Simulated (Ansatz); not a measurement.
## SnO2: a ladder of calculations

Cell of run 1: a computed structure from the Materials Project (it need not be an observed phase), atoms as given.

```cif
data_structure
_symmetry_space_group_name_H-M 'P 1'
_symmetry_Int_Tables_number 1
_cell_length_a 5.8197
_cell_length_b 5.8197
_cell_length_c 5.8197
_cell_angle_alpha 112.130
_cell_angle_beta 108.153
_cell_angle_gamma 108.164
_cell_volume 151.49
loop_
_atom_site_label
_atom_site_type_symbol
_atom_site_fract_x
_atom_site_fract_y
_atom_site_fract_z
_atom_site_occupancy
Sn1 Sn 0.99640 0.24640 0.75000 1
Sn2 Sn 0.00360 0.75360 0.25000 1
Sn3 Sn 0.50000 0.50000 0.50000 1
Sn4 Sn 0.50000 0.00000 0.00000 1
O5 O 0.19350 0.19623 0.50272 1
O6 O 0.69756 0.75406 0.94351 1
O7 O 0.19350 0.69078 0.99728 1
O8 O 0.31056 0.75406 0.55649 1
O9 O 0.68944 0.24594 0.44350 1
O10 O 0.30244 0.24594 0.05649 1
O11 O 0.80650 0.30922 0.00272 1
O12 O 0.80650 0.80377 0.49728 1
```

Sites (sets of like atoms) are named by element and the number of their first atom in this list.

All runs are DFT with Ansatz 0.2.0 (plane waves and PAW, scalar-relativistic unless spin–orbit coupling is named, Γ-centred meshes, Fermi–Dirac smearing where given) in this cell.

Run 1: PBE, gradients read without the response of the cores, atoms as given; 420 eV, 5×5×5 k-points, smearing 0.02 eV.
Run 2: r2SCAN, gradients read without the response of the cores, atoms as given; 500 eV, 5×5×5 k-points, smearing 0.02 eV.
Run 3: PBE, gradients read without the response of the cores, atoms as given; 300 eV, 5×5×5 k-points, smearing 0.02 eV; this cutoff lies below the one recommended for these PAW files.

```json
{"run": "1", "Sn1 V_zz (η)": "-4.71 (0.90)", "Sn3 V_zz (η)": "-4.69 (0.90)", "O V_zz (η)": "-11.59 (0.13)"}
{"run": "2", "Sn1 V_zz (η)": "?", "Sn3 V_zz (η)": "?", "O V_zz (η)": "?"}
{"run": "3", "Sn1 V_zz (η)": "-4.72 (0.88)", "Sn3 V_zz (η)": "-4.70 (0.88)", "O V_zz (η)": "-11.03 (0.13)"}
```

V_zz in 10²¹ V/m².

Problem. Estimate the row of run 2.

Solution. Sn1: -4.60 (0.90); Sn3: -4.58 (0.90); O: -11.33 (0.11). It lies nearest to run 1, from whose tensors on these sites it differs by 0.26 at most (largest principal value of the difference, on O). Taken one at a time, the cutoff moves the tensors on these sites by up to 0.56 (largest principal value of the change, on O), the functional (r2SCAN with its higher cutoff) by 0.26 (O).

Without spin–orbit coupling (the program notes it for Sn) the gradients can shift somewhat, as the gap is small. Without spin–orbit coupling (the program notes it for Sn) the gradients are little affected as a rule: paired runs on crystals with a gap mostly move them by under 2 % at such atoms. The cell isn't the equilibrium one in run 2 (calculated pressure -8 GPa), and the entry's cell may itself be off.
